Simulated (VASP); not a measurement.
**ZnS in VASP 6.6.1, single-point calculation**

INCAR

```
PREC = Single
NBANDS = 16
EDIFF = 1E-7
ISIF = 2
IBRION = -1
GGA = PE
LASPH = .TRUE.
ENCUT = 520
SIGMA = 0.02
LWAVE = .FALSE.
ISPIN = 2
NELM = 91
LCHARG = .FALSE.
NSW = 0
LREAL = .FALSE.
MAGMOM = 1 1
ISMEAR = -1
```

KPOINTS

```
KPOINTS created by Atomic Simulation Environment
0
Gamma
8 8 8
0 0 0
```

POSCAR

```
Zn S
 1.0000000000000000
     0.0893056153000000    2.7025688719000001    2.7025688719000001
     2.7025688719000001    0.0893056153000000    2.7025688719000001
     2.7025688719000001    2.7025688719000001    0.0893056153000000
 Zn  S
   1   1
Cartesian
  0.0173784901519031  0.0173784901519031  0.0173784901519031
  1.3562323496230970  1.3562323496230970  1.3562323496230970
```

The recommended PBE PAW datasets give the neutral cell 18 valence electrons.

Command

```
mpirun -np 1 vasp_std
```

Task: How does this run end, and what does it give?

Result: It converged. Results: pressure 6.0 GPa; magnetic moment of the cell 0.00 μB.

OSZICAR

```
N       E                     dE             d eps       ncg     rms          rms(c)
DAV:   1     0.902690012056E+02    0.90269E+02   -0.89987E+03  4168   0.138E+03
DAV:   2    -0.106445396136E+01   -0.91333E+02   -0.85337E+02  4728   0.263E+02
DAV:   3    -0.673465991636E+01   -0.56702E+01   -0.56472E+01  5280   0.639E+01
DAV:   4    -0.679231725304E+01   -0.57657E-01   -0.57645E-01  4928   0.667E+00
DAV:   5    -0.679296842696E+01   -0.65117E-03   -0.65116E-03  5400   0.687E-01    0.107E+01
DAV:   6    -0.676848012622E+01    0.24488E-01   -0.83889E-01  5976   0.309E+01    0.640E+00
DAV:   7    -0.678398413439E+01   -0.15504E-01   -0.26209E-01  4680   0.446E+00    0.396E+00
DAV:   8    -0.678378939578E+01    0.19474E-03   -0.25303E-02  4704   0.144E+00    0.152E+00
DAV:   9    -0.678325309922E+01    0.53630E-03   -0.22698E-03  5160   0.970E-01    0.475E-01
DAV:  10    -0.678305528221E+01    0.19782E-03   -0.72388E-04  5096   0.356E-01    0.943E-02
DAV:  11    -0.678311342204E+01   -0.58140E-04   -0.11480E-04  5192   0.147E-01    0.650E-02
DAV:  12    -0.678316380844E+01   -0.50386E-04   -0.32228E-05  4976   0.446E-02    0.432E-02
DAV:  13    -0.678317570220E+01   -0.11894E-04   -0.13197E-05  5240   0.251E-02    0.117E-02
DAV:  14    -0.678317588421E+01   -0.18200E-06   -0.53936E-07  4872   0.895E-03    0.356E-03
DAV:  15    -0.678317615810E+01   -0.27389E-06   -0.43524E-07  5072   0.542E-03    0.180E-03
DAV:  16    -0.678317617491E+01   -0.16808E-07   -0.65407E-08  4416   0.318E-03
   1 F= -.67831762E+01 E0= -.67831762E+01  d E =-.182056E-10  mag=    -0.0000
```

Standard output (part)

```
POSCAR found type information on POSCAR ZnS
 POSCAR found :  2 types and       2 ions
 LDA part: xc-table for (Slater+PW92), standard interpolation
 POSCAR, INCAR and KPOINTS ok, starting setup
 WAVECAR not read
 entering main loop
```

For comparison, a separate PBE run of the intended cell, on usual settings and not on those above, gives a gap of 2.17 eV on its mesh and a pressure of 6.0 GPa.
